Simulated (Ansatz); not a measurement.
**Levels of theory for CdI2 (P-3m1)**

All numbers come from the plane-wave code Ansatz. (Simulation; no magnetic order is allowed.)

CdI2 (P-3m1) from a database of computed structures, relaxed with r2SCAN+rVV10. It is trigonal, P-3m1 (No. 164); a = 4.249 Å, c = 34.431 Å in the conventional setting, 35.89 Å³ an atom. Cd has 6 I at 2.99–3.00 Å; Cd has 6 I at 3.00 Å; I has 3 Cd at 3.00 Å; I has 3 Cd at 2.99 Å.

```cif
data_structure
_symmetry_space_group_name_H-M 'P-3m1'
_symmetry_Int_Tables_number 164
_cell_length_a 4.2488
_cell_length_b 4.2488
_cell_length_c 34.4313
_cell_angle_alpha 90.000
_cell_angle_beta 90.000
_cell_angle_gamma 120.000
_cell_volume 538.28
loop_
_atom_site_label
_atom_site_type_symbol
_atom_site_symmetry_multiplicity
_atom_site_Wyckoff_symbol
_atom_site_fract_x
_atom_site_fract_y
_atom_site_fract_z
_atom_site_occupancy
Cd1 Cd 2 d 0.66667 0.33333 0.79997 1
Cd2 Cd 2 c 0.00000 0.00000 0.39998 1
Cd3 Cd 1 a 0.00000 0.00000 0.00000 1
I1 I 2 d 0.66667 0.33333 0.95009 1
I2 I 2 d 0.66667 0.33333 0.15011 1
I3 I 2 d 0.33333 0.66667 0.44989 1
I4 I 2 d 0.66667 0.33333 0.35007 1
I5 I 2 c 0.00000 0.00000 0.75007 1
```

On this one geometry the levels give:
```json
{"level": "PBE+SOC", "k mesh": "12×12×2", "gap (eV)": "1.97", "kind": "indirect", "edges": "A → L", "least direct gap (eV)": "2.15"}
{"level": "r2SCAN", "k mesh": "12×12×2", "gap (eV)": "2.71", "kind": "indirect", "edges": "(0, 1/8, -0.203) → L", "least direct gap (eV)": "2.87"}
{"level": "HSE06", "k mesh": "6×6×1", "gap (eV)": "3.22", "kind": "indirect", "edges": "(0, 1/8, -0.203) → L", "least direct gap (eV)": "3.39"}
{"level": "PBE0", "k mesh": "6×6×1", "gap (eV)": "3.90", "kind": "indirect", "edges": "(0, 1/8, -0.203) → L", "least direct gap (eV)": "4.08"}
```
Wave cutoffs: 420 eV, 500 eV (r2SCAN).
Points off the special ones are mesh points or PBE's searched band edges, reused at the other levels. PBE's own run along the path (2.28 eV) came before the search for the edges and missed one, so it isn't listed.

HSE06 gives an indirect gap of 3.22 eV, from k = (0, 1/8, -0.203) to L; the least direct gap is 3.39 eV at L–M (0.60 of the way from L).

Among these functionals the gap stays indirect.

Only the levels marked +SOC include spin-orbit coupling.

Coordinates of k points refer to the reciprocal vectors of the primitive cell of the runs.

The meshes of the hybrids are coarse, so their gaps aren't converged to the digits shown.
